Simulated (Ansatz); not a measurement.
## ZnS: equation of state with B3LYP

**The experiment to reproduce.**

From “Electronic, vibrational, and thermodynamic properties of ZnS (zincblende and rocksalt structure)”, 2009, arxiv:0911.5022, for a bulk crystal of ZnS: bulk modulus 76.9 GPa.

Crystal: ZnS.

```
Zn S
1.0
     0.00000    2.70200    2.70200
     2.70200    0.00000    2.70200
     2.70200    2.70200    0.00000
Zn S
1 1
Direct
  0.75000 0.75000 0.75000
  0.00000 0.00000 0.00000
```

```
Program             : Ansatz 0.2.0
Task                : equation of state
Functional          : B3LYP
Potentials or basis : Ansatz PAW
Cutoff              : 420 eV
Density cutoff      : 1680 eV
k mesh              : 6 × 6 × 6
Occupations         : fermi-dirac, width 0.01 eV
Spin                : no spin polarisation
```

```json
{
 "Equilibrium volume": "20.75 Å³/atom",
 "Bulk modulus": "68 GPa",
 "Pressure derivative of the bulk modulus": "4.4"
}
```

Energy against volume, from the lowest point:
| volume (Å³/atom) | energy (meV/atom) |
| --- | --- |
| 18.543 | 60.67 |
| 18.938 | 39.30 |
| 19.332 | 23.08 |
| 19.727 | 11.46 |
| 20.121 | 4.01 |
| 20.516 | 0.30 |
| 20.910 | 0.00 |

All runs of the series together: 3.6 min on 1 thread of Arm Neoverse V1, on a shared host.

Against the measured bulk modulus of ZnS, 76.9 GPa (quoted in “Electronic, vibrational, and thermodynamic properties of ZnS (zincblende and rocksalt structure)”, 2009, arxiv:0911.5022), the calculated 68 GPa is off by -11.5 %. The fit is for a static lattice scaled at fixed shape and fixed fractional positions.

Caveat: the potentials were made for another functional, which shifts forces and pressure.
